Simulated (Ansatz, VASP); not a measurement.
**Cross-check of Si23BHO48 (B-H pair in alpha-quartz) between VASP and Ansatz**

One calculation is typed for both programs; each brings its own data sets. How far apart do they land? The cell is taken from a series of runs on this material, whose earlier steps may have relaxed, scaled, displaced or heated it; both programs get it as it stands.

Calculated with Ansatz 0.2.0; plane waves, with VASP 6.6.1 beside it; single point at HSE06.

## Step 1: The structure

The cell holds 73 atoms: 23 Si, 48 O, 1 B and 1 H. Cell: a = 10.037 Å, b = 10.037 Å, c = 11.018 Å, α = 90.0°, β = 90.0°, γ = 120.0°. It derives from SiO2 (SiO2 (P3_221)). Nearest the centre at fractional (0.246, 0.226, 0.471): B72 at 1.05 Å, O24 at 1.42 Å, H73 at 1.73 Å, O29 at 1.74 Å, O32 at 1.75 Å, O33 at 1.78 Å, Si1 at 2.82 Å, Si6 at 3.06 Å.

## Step 2: Ansatz: single point, HSE06

Ansatz runs on its default PAW (the set named soft_2) files.

A single point gives forces, pressure and levels at one fixed geometry, so differences don't come from the geometry; what else differs is listed under the comparison.

Contents of input.yaml:

```yaml
crystal:
  lattice:
    - [10.03667685, 0.0, 0.0]
    - [-5.01833842, 8.69201712, 0.0]
    - [0.0, 0.0, 11.01794798]
  atoms:
    - { symbol: Si, position: [0.23373282, -0.013474832, 0.329793894] }
    - { symbol: Si, position: [0.001700815, 0.247478195, 0.169031202] }
    - { symbol: Si, position: [0.258795152, 0.261861766, -0.000919698] }
    - { symbol: O, position: [0.17902195, 0.099090032, 0.39075745] }
    - { symbol: O, position: [0.372635576, 0.082611219, 0.236381235] }
    - { symbol: O, position: [0.410595655, 0.290145841, 0.070643422] }
    - { symbol: O, position: [0.120291585, 0.215743145, 0.093715698] }
    - { symbol: O, position: [0.09128791, 0.374071557, 0.273261645] }
    - { symbol: O, position: [0.300433038, 0.417343918, 0.443662601] }
    - { symbol: Si, position: [0.242026358, 0.0026838, 0.834941557] }
    - { symbol: Si, position: [0.009818154, 0.256095793, 0.668703823] }
    - { symbol: B, position: [0.277241368, 0.314939768, 0.534235851] }
    - { symbol: O, position: [0.206543586, 0.123855523, 0.902537821] }
    - { symbol: O, position: [0.37211178, 0.089391683, 0.732529252] }
    - { symbol: O, position: [0.400299115, 0.302858709, 0.57247243] }
    - { symbol: O, position: [0.138641683, 0.237742508, 0.594828931] }
    - { symbol: O, position: [0.097255229, 0.396566118, 0.763109436] }
    - { symbol: O, position: [0.29845122, 0.418038292, 0.928343381] }
    - { symbol: Si, position: [0.246185514, 0.496437401, 0.342933193] }
    - { symbol: Si, position: [-0.006405217, 0.726121186, 0.158971768] }
    - { symbol: Si, position: [0.265345961, 0.765883264, -0.00016965] }
    - { symbol: O, position: [0.212223606, 0.620410655, 0.40814919] }
    - { symbol: O, position: [0.380446067, 0.582192396, 0.242341422] }
    - { symbol: O, position: [0.409082111, 0.796013021, 0.084008248] }
    - { symbol: O, position: [0.112155439, 0.696946838, 0.081650487] }
    - { symbol: O, position: [0.085421324, 0.852902743, 0.261506653] }
    - { symbol: O, position: [0.291115241, 0.911366802, 0.432021305] }
    - { symbol: Si, position: [0.256783553, 0.510917804, 0.830502355] }
    - { symbol: Si, position: [0.004244668, 0.739814614, 0.67001915] }
    - { symbol: Si, position: [0.263249078, 0.759544925, 0.503321233] }
    - { symbol: O, position: [0.235620171, 0.641253088, 0.896625397] }
    - { symbol: O, position: [0.395317743, 0.592464139, 0.733296291] }
    - { symbol: O, position: [0.421269332, 0.797245499, 0.569905625] }
    - { symbol: O, position: [0.129477534, 0.709070942, 0.603991436] }
    - { symbol: O, position: [0.086090243, 0.872788988, 0.771139651] }
    - { symbol: O, position: [0.300210444, 0.924402281, 0.934780715] }
    - { symbol: Si, position: [0.747547029, -0.000121461, 0.3352888] }
    - { symbol: Si, position: [0.495556209, 0.237745612, 0.167763435] }
    - { symbol: Si, position: [0.759240503, 0.262112403, 0.002747179] }
    - { symbol: O, position: [0.711573192, 0.115344981, 0.410759265] }
    - { symbol: O, position: [0.876447169, 0.089327679, 0.233030007] }
    - { symbol: O, position: [0.914226595, 0.303076971, 0.076515072] }
    - { symbol: O, position: [0.618226346, 0.205892601, 0.097545866] }
    - { symbol: O, position: [0.581012646, 0.3722712, 0.267266905] }
    - { symbol: O, position: [0.795970441, 0.409869591, 0.425347473] }
    - { symbol: Si, position: [0.755435859, 0.008738639, 0.833455363] }
    - { symbol: Si, position: [0.488858718, 0.246516031, 0.662480646] }
    - { symbol: Si, position: [0.75411557, 0.257142939, 0.501896104] }
    - { symbol: O, position: [0.719462887, 0.127890566, 0.904283414] }
    - { symbol: O, position: [0.899402148, 0.099102736, 0.741947573] }
    - { symbol: O, position: [0.903718353, 0.292056644, 0.580204333] }
    - { symbol: O, position: [0.607509338, 0.213762824, 0.587075972] }
    - { symbol: O, position: [0.582921307, 0.379283099, 0.762079727] }
    - { symbol: O, position: [0.785897295, 0.413843671, 0.931680563] }
    - { symbol: Si, position: [0.741598416, 0.4939999, 0.329284545] }
    - { symbol: Si, position: [0.498589257, 0.738765961, 0.172746137] }
    - { symbol: Si, position: [0.755691374, 0.758068588, -0.000889887] }
    - { symbol: O, position: [0.721863645, 0.625150118, 0.39805224] }
    - { symbol: O, position: [0.869909521, 0.568800399, 0.223967817] }
    - { symbol: O, position: [0.907391958, 0.786808086, 0.070804363] }
    - { symbol: O, position: [0.615877987, 0.708355117, 0.093708358] }
    - { symbol: O, position: [0.591070468, 0.870946835, 0.272896795] }
    - { symbol: O, position: [0.815240314, 0.92010014, 0.426000564] }
    - { symbol: Si, position: [0.737712411, 0.499671266, 0.831882206] }
    - { symbol: Si, position: [0.513288315, 0.749330272, 0.663563951] }
    - { symbol: Si, position: [0.771242117, 0.761043783, 0.49599558] }
    - { symbol: O, position: [0.706230094, 0.623816022, 0.899385434] }
    - { symbol: O, position: [0.87587847, 0.584266383, 0.734744621] }
    - { symbol: O, position: [0.923917645, 0.793207772, 0.568515708] }
    - { symbol: O, position: [0.632372934, 0.716244937, 0.5896577] }
    - { symbol: O, position: [0.604607739, 0.889091309, 0.757952829] }
    - { symbol: O, position: [0.796474601, 0.916268617, 0.931885823] }
    - { symbol: H, position: [0.096475549, 0.059937203, 0.410472148] }
basis:
  ecutwfc: 420
  xc_grid: 2
hamiltonian:
  xc: hse06
kpoints:
  mp_grid: { grid: [1, 1, 1] }
scf:
  occupations: { method: fermi_dirac, width: 0.01 }
  max_iter: 120
output:
  forces: true
checkpoint:
  read: "../relax.run"
```

Command:

```console
> ansatz run input.yaml --threads 4 --pin off --max-ram 7536MiB --backend cpu --events-out ev --progress --plain --runs-dir out
```

Numbers of over 12 decimals in the logs are rounded to 6 here.

What it wrote:

```text
Warning: checkpoint.read: the run can stay near the saved state's solution: 2 site(s) moved relative to the saved geometry (max |Δs| = 2.192e-2 fractional); the SCF starts from the saved state under `checkpoint.density_extrapolation: transplant`, in force with no word given; its orbitals are not used off its sites. A run without `checkpoint.read` takes nothing of the state. A lower free energy from it at the same positions (and U, V and field ramp, if any) shows a solution that this start missed, and an equal or higher one rules none out (checkpoint.read, Limitations, in the input reference)
exact exchange: scf.exx.singularity resolves to wigner_seitz, which cuts the screened interaction at the faces of the exchange supercell's Wigner-Seitz cell, so that each pair interacts once, at the shortest of its separations (the periodic images that this leaves out come, for a point-like exchange hole, to about 0.008 eV on a filled level). The cut falls within the interaction's reach, and what an exchange supercel [...]
Engine: ansatz 0.2.0, aarch64-unknown-linux-gnu
Pseudopotentials: kind: paw
Pseudopotential: Si, paw, valence charge 4, recommended cutoff 420 eV (normal), Si.paw.azcp
Pseudopotential: O, paw, valence charge 6, recommended cutoff 420 eV (normal), O.paw.azcp
Pseudopotential: B, paw, valence charge 3, recommended cutoff 420 eV (normal), B.paw.azcp
Pseudopotential: H, paw, valence charge 1, recommended cutoff 420 eV (normal), H.paw.azcp
Functional definition: HSE06
  parameter a = 0.25
  parameter omega = 0.11/bohr
  exchange = pbe_x - a*pbe_x_sr(omega) + a*exact_x_sr(omega)
  correlation = pbe_c
Crystal: 73 atoms, lattice volume = 961.194 Å³
Basis set: ecut = 420 eV, 18781 PW (Γ), exchange–correlation on 144×144×150 points (8 copies of the dense FFT grid, shifted against one another)
Bands: 265, of which v1, the nominal top of the filled ones, is band 192 counted from 1 (191 counted from 0)
Symmetry: 1 space group operations
Space group: P1 (ITA 1), of the structure as read, at distance tolerance 9.9e-5 Å
k-points: 1
Non-local potential: Si, projectors of the file, l = 0: 2, l = 1: 2, l = 2: 2
Non-local potential: O, projectors of the file, l = 0: 2, l = 1: 2, l = 2: 1
Non-local potential: B, projectors of the file, l = 0: 2, l = 1: 2, l = 2: 1
Non-local potential: H, projectors of the file, l = 0: 2, l = 1: 1
PAW form: soft (Blöchl's): semilocal exchange-correlation on the pseudo side does not see the compensation charge
PAW frozen core: Si, regenerated for the run's functional, and the local potential with it (the file was generated under x = pbe(κ = 0.804, μ = 0.219515), c = pbe(β = 0.066725))
PAW frozen core: O, regenerated for the run's functional, and the local potential with it (the file was generated under x = pbe(κ = 0.804, μ = 0.219515), c = pbe(β = 0.066725))
PAW frozen core: B, regenerated for the run's functional, and the local potential with it (the file was generated under x = pbe(κ = 0.804, μ = 0.219515), c = pbe(β = 0.066725))
PAW one-centre angular grid: Si, 110 points (default); XC on 64 Gauss nodes
PAW one-centre angular grid: O, 110 points (default); XC on 96 Gauss nodes
PAW one-centre angular grid: B, 110 points (default); XC on 64 Gauss nodes
PAW one-centre angular grid: H, 110 points (default); XC on 64 Gauss nodes
Initial density: read from a saved state, or passed on in memory by an earlier SCF of this step, an earlier step, the calling program or the single point that the run made first, carried with its atoms to this geometry
Initial wavefunctions: pseudopotential atomic-orbital guess
Functional: x = pbe(κ = 0.804, μ = 0.219515), c = pbe(β = 0.066725), warm-up for x = pbe(κ = 0.804, μ = 0.219515) + 0.25 (exact − pbe) at short range (hse, ω = 0.207870 Å⁻¹), c = pbe(β = 0.066725); HSE06 as pw.x's `hse` composes it (authors' and Libxc's form: `xc: wpbeh`)
iter 1 solved again at ethr=2.85e-4 eV; its pass at ethr=1.00e-1 eV (dr2=1.10e0 eV) is discarded
[...]
greatest PAW one-centre occupation: 0.883 electrons in one spin orbital (limit 2), on the O atom at site 3 (counted from 0), in its partial waves of l = 0
hybrid outer 1: dexx = +1.304e-1 eV, tail = 1.40e-4 eV
Exchange kernel: α = 0.2500, screened, ω = 0.2079 Å⁻¹, Wigner–Seitz truncation, v(0) = 901.6764 eV·Å³, q-mesh 1×1×1, nearest image of the exchange supercell L = 10.04 Å, pair-density grid 45×45×54, without the augmentation charges, whose exchange is taken in its separable form (sized by the pseudopotential files, 60×60×75 at the most), smooth part of the exchange summed in real space on grids 60×54×70 (short range) and 33×36×42 (long range)
Frozen-core exchange: fock
SCF iter   1: F=—  HF=-42118.120037 eV  |F-HF|=—  |Δ(HF+E_count)|=         —  Δρ=3.44e-5  dr2=6.95e-6  ethr=1.83e-7  ⟨swp⟩=14.0  Hψ=855  notcnv=0
preconditioner: auto → none  [insulator: Δε(μ)=7.469 eV  Ē_g=19.376 eV  σ=0.010 eV  W_gap=1.00  n_scr=212 (ndim 8)  ℏωp=23.5 eV  f_vac=0.177  D(μ)=0.00/eV (n_scr^D=0)]
SCF iter   2: F=—  HF=-42118.120035 eV  |F-HF|=—  |Δ(HF+E_count)|=   1.40e-6  Δρ=9.97e-6  dr2=4.41e-7  ethr=1.56e-9  ⟨swp⟩=3.0  Hψ=599  notcnv=0
SCF iter   3: F=—  HF=-42118.120037 eV  |F-HF|=—  |Δ(HF+E_count)|=   2.01e-6  Δρ=7.41e-6  dr2=2.93e-7  ethr=6.35e-11  ⟨swp⟩=6.0  Hψ=887  notcnv=0  defer=11
SCF iter   4: F=-42118.120037 eV  HF=-42118.120037 eV  |F-HF|=1.17e-8  |Δ(HF+E_count)|=   7.15e-8  Δρ=1.43e-6  dr2=1.54e-8  ethr=6.35e-11  ⟨swp⟩=5.0  Hψ=664  notcnv=0  defer=4
SCF 3 converged in 4 iterations: F = -42118.120037 eV  dr2 = 1.54e-8
  Residual-converged pass: ⟨swp⟩=2.0  Hψ=457  notcnv=0  max |occ|·‖R‖ = 5.6e-6 eV (tolerance 6.2e-6 eV)  dr2=1.58e-8  dr2_onsite=9.03e-10  max |Δocc| = 0.0e0
hybrid outer 2: dexx = +1.980e-6 eV, tail = 5.08e-8 eV, Δε = 7.95e-4 eV (about 1.57e-5 eV left of the loop's levels), ΔF = 3.91e-3 eV/Å (tail 2.36e-4)
hybrid SCF converged: 2 outer / 10 inner (+5 warm-up), last move |dexx| = 1.98e-6 eV, tail = 5.08e-8 eV
Stability not checked: this state was not tested for a lower state beside it, because the functional holds exact exchange (a hybrid, or Hartree-Fock), whose exchange loop this test does not read (fock_operator; see scf.lower_state_search)
Free energy (F): -42118.120037 eV
Frozen-core exchange: fock
Harris-Foulkes:  -42118.120037 eV  (|F-HF|=1.17e-8)
Internal energy: -42118.120037 eV  (E = F + TS)
E sigma→0 (E₀):  -42118.120037 eV
Fermi energy:    4.477439 eV
--- Per-component energies (eV) ---
  E_band       = -2596.785768
  E_kinetic    = 9736.903511
  E_local      = -25006.447007  (includes V_loc(G=0)·N_el)
  E_nonlocal   = 2811.184181
  E_hartree    = 9067.025265
  E_xc         = -3929.173419
  E_vxc        = -4540.247983  (∫ρ·V_xc dr)
  E_exx        = -1107.946532  (= α·E_x^exact, valence–valence)
  E_paw        = -19382.861082  (= ΣΔE_a)
  E_vpaw       = -1516.472513  (= ΣTr[D̂ρ^β])
  E_aug_tail   = 0.122322  (compensation charges beyond the density's cutoff)
  E_ewald      = -14304.275370
  E_core_change = -2.651906  (= ΣΔE_core)
  E_smearing   = -0.000000  (= −TS)
  E_closure    = 0.000000  (closes the sum)
  Σ components = -42118.120037   (vs F -42118.120037, Δ=-7.28e-12)
--- Forces (eV/Å), atoms counted from 1 ---
  atom   1  Si     0.14737353     0.08780426    -0.05789930
  atom   2  Si    -0.03675606    -0.03061791     0.01403147
  atom   3  Si    -0.00830621     0.00527002    -0.01702204
  atom   4  O     20.48252998    10.40609193    -7.13325177
  atom   5  O     -0.07563325    -0.02802399     0.06644241
  atom   6  O      0.00371808    -0.00780384     0.01205030
  atom   7  O      0.01429249    -0.00169258     0.00401636
  atom   8  O      0.01173934     0.00667675     0.00455029
  atom   9  O      0.00839938    -0.01844410    -0.00886462
  atom  10  Si    -0.00853243    -0.00927149    -0.00574707
  atom  11  Si    -0.01143568    -0.02747150    -0.02154495
  atom  12  B     -0.03909126     0.04230814     0.06648966
  atom  13  O      0.00191354     0.00235332     0.00559399
  atom  14  O     -0.00128539     0.00107387    -0.00485797
  atom  15  O     -0.00611160    -0.01410098    -0.02405618
  atom  16  O      0.04586395     0.01542229    -0.02379847
  atom  17  O      0.00377550     0.00395980     0.00384009
  atom  18  O      0.00304988    -0.00475971     0.00588370
  atom  19  Si    -0.00469737     0.01034802    -0.01387405
  atom  20  Si    -0.02903313    -0.04543680    -0.04033917
  atom  21  Si     0.01518878    -0.00158066    -0.01096391
  atom  22  O     -0.00481042     0.01350835     0.00026651
  atom  23  O     -0.00633091    -0.01062488     0.00368336
  atom  24  O     -0.01196839    -0.00065514    -0.00499549
[...]
atom  66  Si    -0.00935489     0.17200645    -0.07138016
  atom  67  O      0.00135013    -0.00163028     0.00351261
  atom  68  O      0.00139695    -0.00880123     0.01117786
  atom  69  O      0.04540372    -0.02753460     0.03553386
  atom  70  O     -0.02684375    -0.02224393     0.03257797
  atom  71  O     -0.00579865     0.00129369     0.00556455
  atom  72  O      0.00309699    -0.00316822     0.00457203
  atom  73  H    -20.47377119   -10.63813528     7.09252499
  max |Σ_I F_I| component: 2.87e-4 eV/Å
--- Band table (eV) ---
  k-point 0: bands = [... 188 lower, 0.5622, 0.5789, 0.6038, 0.7432, 8.2117]
  guard bands above this table: 72 of the run's 265 bands. The solve was not asked for them (output.publish_guard_bands: true or output.eigenvalues: true publishes all)
```

Reading the cycles: dr2 is the Hartree energy of the density residual (eV), the measure of convergence; HF is the Harris–Foulkes estimate of the energy, which meets the free energy F at convergence.

(Continued in part 2 of 2.)

[Lines on the potential files, build, host, timing and source positions are cut from VASP's logs without a mark.]

[Logs are printed without paths, hosts, clocks, repeated set-up lines and the standing remarks that a program may print on its own settings, such as how far it seeks lower states.]

[Hosts, paths, dates, database ids (printed as entryN), source tags and the programs' standing remarks are cut or masked in the printed files.]
